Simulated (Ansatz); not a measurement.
**PbF₂ (Fm-3m): volume and gaps against pressure**

```xyz
3
Lattice="2.9606 2.9606 0.0000 -2.9606 2.9606 0.0000 0.0000 2.9606 2.9606" Properties=species:S:1:pos:R:3 pbc="T T T"
Pb    0.0000    0.0000    0.0000
F    -1.4803    4.4409    1.4803
F     1.4803    4.4409    1.4803
```

This is the zero-pressure cell under r²SCAN. Cell and atoms are relaxed by PAW (default files of Ansatz 0.2.0, cutoff 500 eV, stress met within about 0.05 GPa) at each pressure, in this structure whether or not another phase would take over; P is the pressure reached, less that of this cell (which was relaxed on a denser, smeared mesh). Levels come from r²SCAN, PAW on Ansatz 0.2.0's default frozen-core files (fitted under PBE), scalar-relativistic; k mesh 8×8×8, fixed occupations, cutoff 500 eV. Conduction levels are in eV over the valence top (at W), at fixed fractional wave vectors. Zone-centre phonons come from finite displacements by PAW, without the LO-TO term.

| P (GPa) | V/V₀ | X | L | W | Γ | T1u TO (cm⁻¹) | T2g (cm⁻¹) |
| --- | --- | --- | --- | --- | --- | --- | --- |
| -2.02 | 1.0283 | 4.939 | 5.388 | 6.540 | 7.282 | 87.0 | 238.2 |
| 0.00 | 1.0000 | 4.931 | 5.372 | 6.581 | 7.306 | 105.3 | 250.2 |
| 2.01 | 0.9757 | 4.920 | 5.351 | 6.614 | 7.321 | 120.2 | 261.0 |
| 4.02 | 0.9544 | 4.907 | 5.328 | 6.640 | 7.329 | 132.9 | 271.0 |
| 7.00 | ? | ? | ? | ? | ? | ? | ? |
| 10.04 | 0.9030 | 4.863 | 5.249 | 6.697 | 7.327 | 163.2 | 296.9 |
| 15.00 | 0.8698 | 4.825 | 5.180 | 6.729 | 7.307 | 183.0 | 315.3 |

Question: Fit the third-order Birch-Murnaghan equation to the rows shown.

Answer: With f = [(V₀/V)^(2/3) − 1]/2, the normalised pressure F = P/[3f(1 + 2f)^(5/2)] is 76.5 GPa at f = -0.0092, 78.0 GPa at f = 0.0083, 78.6 GPa at f = 0.0158, 80.2 GPa at f = 0.0352, 81.3 GPa at f = 0.0487. The line F = B₀[1 + (3/2)(B′ − 4)f] gives B₀ = 77.3 GPa and B′ = 4.7.

Question: What are the volume deformation potentials and pressure coefficients of these levels at zero pressure?

Answer: 

| level | dE/dlnV (eV) | dE/dP = −(dE/dlnV)/B₀ (meV/GPa) | mean slope up to 2.0 GPa (meV/GPa) |
| --- | --- | --- | --- |
| X | 0.37 | -4.8 | -5.5 |
| L | 0.73 | -9.4 | -10.3 |
| W | -1.39 | 18.0 | 16.1 |
| Γ | -0.73 | 9.5 | 7.4 |

dE/dlnV is the slope of a cubic fit in ln V at V₀. The last column is read from two rows and shows how the slope bends with pressure.

Question: What mode Grüneisen parameters follow?

Answer: γ = −d ln ω/d ln V at V₀ from a quadratic fit in ln V: T1u 5.86, T2g 1.74.

Question: Fill the row at 7.00 GPa.

Answer: The fits give V/V₀ = 0.9270 and X = 4.886 eV. Computed: V/V₀ = 0.9271, X = 4.886, L = 5.290, W = 6.672, Γ = 7.332, T1u TO (cm⁻¹) = 149.0, T2g (cm⁻¹) = 284.4.

Known limits: no other phase was computed; many crystals of this kind change structure within this range, and rows or crossings beyond such a change describe a metastable lattice; frozen-core PAW files fitted under PBE, their cores solved anew for the functional of the run; no spin-orbit coupling on heavy atoms; semilocal gaps are low, and the spacing of valleys can be off by tenths of an eV; levels are read at fixed fractional k, so an edge that moves off these points is missed.
